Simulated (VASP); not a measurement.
Write the native input for VASP 6.6.1 that does the following.

```yaml
Task: relaxation of cell and atoms
Functional: PBEsol
Potentials_or_basis: VASP PAW PBE potentials, release 64 (Ge_d, Si)
Cutoff: 600 eV
k_mesh: 12 × 12 × 12
Occupations: gaussian, width 0.02 eV
Spin: no spin polarisation
Further_INCAR_settings: ALGO = Normal; EDIFF = 1e-07; IBRION = 2; EDIFFG = -0.005; NSW = 90; ISIF = 3
```

The structure of SiGe lies in POSCAR:

```
SiGe
1.0
    0.0000000000      2.7722500000      2.7722500000
    2.7722500000      0.0000000000      2.7722500000
    5.5445000000      5.5445000000      0.0000000000
Ge Si
2 2
Direct
    0.0000000000      0.0000000000      0.0000000000
    0.2500000000      0.2500000000      0.1250000000
    0.0000000000      0.0000000000      0.5000000000
    0.2500000000      0.2500000000      0.6250000000
```

The cell comes from a database or a generator and needn't be the stable form of this composition.

The input as run:

INCAR

```
SYSTEM = SiGe
PREC = Accurate
ENCUT = 600
EDIFF = 1E-7
ISMEAR = 0
SIGMA = 0.02
LREAL = .FALSE.
LASPH = .TRUE.
NELM = 100
ALGO = Normal
ISIF = 3
LWAVE = .FALSE.
LCHARG = .FALSE.
GGA = PS
IBRION = 2
NSW = 90
EDIFFG = -0.005
```

KPOINTS

```
regular mesh
0
G
  12 12 12
  0 0 0
```

Potentials or basis: VASP PAW PBE potentials, release 64 (Ge_d, Si).

Run with:

```sh
$ cat potpaw_PBE.64/Ge_d/POTCAR potpaw_PBE.64/Si/POTCAR > POTCAR
$ mpirun -np 1 vasp_std > vasp.out
```

Results of the run:

| Property | Result |
| --- | --- |
| Relaxed volume | 21.32 Å³/atom |
| Relaxed cell | a = 3.922 Å, b = 3.922 Å, c = 7.843 Å, α = 60.00°, β = 60.00°, γ = 60.00° |
| Space group after relaxing (to 0.05 Å) | R-3m (No. 166) |
| Energy gained by relaxing | 5.5 meV/atom |
| Ionic steps | 8 |
| Pressure after relaxing | 0.0 GPa |
| Band gap on the k mesh | 0.33 eV, indirect (least direct gap 0.46 eV) |

Caveat: the PAW data sets were made with another functional, which shifts forces and pressure a little.

Run time: 17 min on 1 thread of Intel(R) Xeon(R) Platinum 8488C (Sapphire Rapids), on a shared host, peak memory 0.54 GiB.
